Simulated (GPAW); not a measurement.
MoS2:

```xyz
6
Lattice="3.1690 0.0000 0.0000 -1.5845 2.7444 0.0000 0.0000 0.0000 12.3240" Properties=species:S:1:pos:R:3 pbc="T T T"
Mo    1.5845    0.9148    9.2430
Mo    0.0000    1.8296    3.0810
S     1.5845    0.9148    4.6461
S     0.0000    1.8296    7.6779
S     0.0000    1.8296   10.8081
S     1.5845    0.9148    1.5159
```

| Quantity | Value |
| --- | --- |
| Program | GPAW 26.7.0 |
| Task | relaxation of cell and atoms |
| Functional | LDA |
| Potentials or basis | the program's PAW data sets (release 1.2.1) made for this functional |
| Cutoff | 600 eV |
| Basis | pw |
| k mesh | 6 × 6 × 2 |
| Occupations | fermi-dirac, width 0.05 eV |
| Spin | no spin polarisation |

At the start: pressure -6.1 GPa; volume 17.86 Å³/atom.

How do energy, volume and symmetry change on relaxing?

Over 12 steps the energy falls by 14.2 meV/atom and the volume is 16.91 Å³/atom (-5.4 %); space group P6_3/mmc (No. 194, to 0.05 Å).

The path:
```
step  energy change (eV)  largest force (eV/Å)  pressure (GPa)  volume (Å³)
   1              0.0000                0.5224           -6.13       107.18
   2             -0.0298                0.3097           -4.75       106.66
   3             -0.0600                0.1862           -1.32       105.30
   4             -0.0637                0.1826           -1.15       105.08
   5             -0.0819                0.0240           -0.08       103.05
   6             -0.0820                0.0152           -0.14       103.07
   7             -0.0826                0.0221           -0.41       103.03
   8             -0.0833                0.0557           -0.63       102.84
   9             -0.0845                0.0817           -0.74       102.28
  10             -0.0851                0.0622           -0.49       101.68
  11             -0.0854                0.0195           -0.14       101.43
  12             -0.0854                0.0006            0.00       101.43
```

Final structure:
```xyz
6
Lattice="3.1190 0.0000 0.0000 -1.5595 2.7011 0.0000 0.0000 0.0000 12.0399" Properties=species:S:1:pos:R:3 pbc="T T T"
Mo    1.5595    0.9004    9.0299
Mo    0.0000    1.8007    3.0100
S     1.5595    0.9004    4.5624
S     0.0000    1.8007    7.4775
S     0.0000    1.8007   10.5823
S     1.5595    0.9004    1.4576
```

Caveat: the k mesh is coarse; later steps reuse the first step's grids.
